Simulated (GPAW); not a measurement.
Set up this calculation in GPAW 26.7.0, as an ASE script.

* Task: single point
* Functional: PBE
* Potentials or basis: GPAW PAW data sets (gpaw-data 1.2.1)
* Cutoff: 600 eV
* Basis: pw
* k mesh: 8 × 8 × 8
* Occupations: fermi-dirac, width 0.05 eV
* Spin: no spin polarisation
* Maxiter: 120
* Convergence: default

ZrC:

```
Zr C
1.0
     0.00000    2.36500    2.36500
     2.36500    0.00000    2.36500
     2.36500    2.36500    0.00000
Zr C
1 1
Direct
  0.50000 0.50000 0.50000
  0.00000 0.00000 0.00000
```

One way to write it, as run:

run.py

```python
from ase import Atoms
from ase.dft.bandgap import bandgap
from ase.io import write
from ase.units import GPa
from gpaw import GPAW, PW

atoms = Atoms(['Zr', 'C'],
              cell=[[0.0, 2.365, 2.365],
                    [2.365, 0.0, 2.365],
                    [2.365, 2.365, 0.0]],
              scaled_positions=[[0.5, 0.5, 0.5],
                                [0.0, 0.0, 0.0]],
              pbc=True)

calc = GPAW(mode=PW(600),
            xc='PBE',
            kpts={'size': (8, 8, 8), 'gamma': True},
            occupations={'name': 'fermi-dirac', 'width': 0.05},
            nbands=18,
            maxiter=120,
            txt='gpaw.txt')
atoms.calc = calc
energy = atoms.get_potential_energy()
forces = atoms.get_forces()
stress = atoms.get_stress()
calc.write('gs.gpw')
write('result.traj', atoms)
print(f'Energy: {energy:.6f} eV')
print('Forces (eV/A):')
print(forces.round(4))
print('Stress (GPa):', (stress / GPa).round(3))
print('Fermi level:', round(calc.get_fermi_level(), 4), 'eV')
print(f'Gap: {bandgap(calc)[0]:.4f} eV, direct: {bandgap(calc, direct=True)[0]:.4f} eV')
```

Potentials or basis: GPAW PAW data sets (gpaw-data 1.2.1), pw.

The run is started by

```console
$ OMP_NUM_THREADS=1 python run.py
```

It gave:

```json
{
  "Pressure": "-3.8 GPa",
  "Band gap on the k mesh": "none (metal or under the smearing width)"
}
```

Caveat: the cutoff is short for stress and forces, so pressures can be off by a GPa or more.

Run time: 10 s on 1 thread of Arm Neoverse V1, on a shared host, peak memory 0.14 GiB.
